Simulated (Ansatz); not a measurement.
This CdHg2Te3 structure is the end of a relaxation. The cell was found from a structure generator's guess, not taken from experiment.

Level of theory: Ansatz 0.2.0, DFT PBE, scalar-relativistic, plane waves, PAW. Cutoff 420 eV, Γ-centred mesh, Gaussian smearing, no spin polarisation.

```
Cd Hg Te
1.0
     4.69122    0.00000    0.00000
    -2.34561    4.06271    0.00000
     0.00000    0.00000   23.07999
Cd Hg Te
2 4 6
Direct
  0.33333 0.66667 0.99983
  0.66667 0.33333 0.49983
  0.33333 0.66667 0.33358
  0.33333 0.66667 0.66656
  0.66667 0.33333 0.16656
  0.66667 0.33333 0.83358
  0.33333 0.66667 0.12462
  0.33333 0.66667 0.45881
  0.33333 0.66667 0.79160
  0.66667 0.33333 0.29160
  0.66667 0.33333 0.62462
  0.66667 0.33333 0.95881
```

Energies over the elements count from the elements' standard structures at the same level, with no fitted energy shifts. The references include crystalline Hg.

Problem. What space group does it have?

Solution. P6_3mc (No. 186), with Cd and Hg ordered on wurtzite sites. Conventional cell: a = 4.691 Å, c = 23.080 Å. Cd is surrounded by 4 Te at 2.87–2.88 Å; around Hg on its first site lie 4 Te at 2.88–2.89 Å; Hg on its second site has 4 Te at 2.88–2.89 Å; around Te on its first site lie 3 Hg at 2.88 Å and 1 Cd at 2.88 Å; 2 more sites not described.

Problem. How far does it lie from the elements in energy?

Solution. −0.26 eV/atom. Whether it is stable depends on the other phases of the system, which aren't compared here.

Problem. Is it a metal?

Solution. There is no gap on the 12×12×2 mesh, but valence and conduction bands meet within 0.015 eV, so at this level it has a zero gap rather than a metal's Fermi surface.

The last run used a 12×12×2 mesh (in the run's order of axes) for its 12-atom cell and Gaussian smearing of 0.10 eV. These runs have no spin–orbit coupling, which can matter for Hg and Te. The reference form of Te is held partly by dispersion forces, which this level lacks. A later test with randomly moved atoms came back to the same energy, though modes that don't fit the test's cell weren't probed.
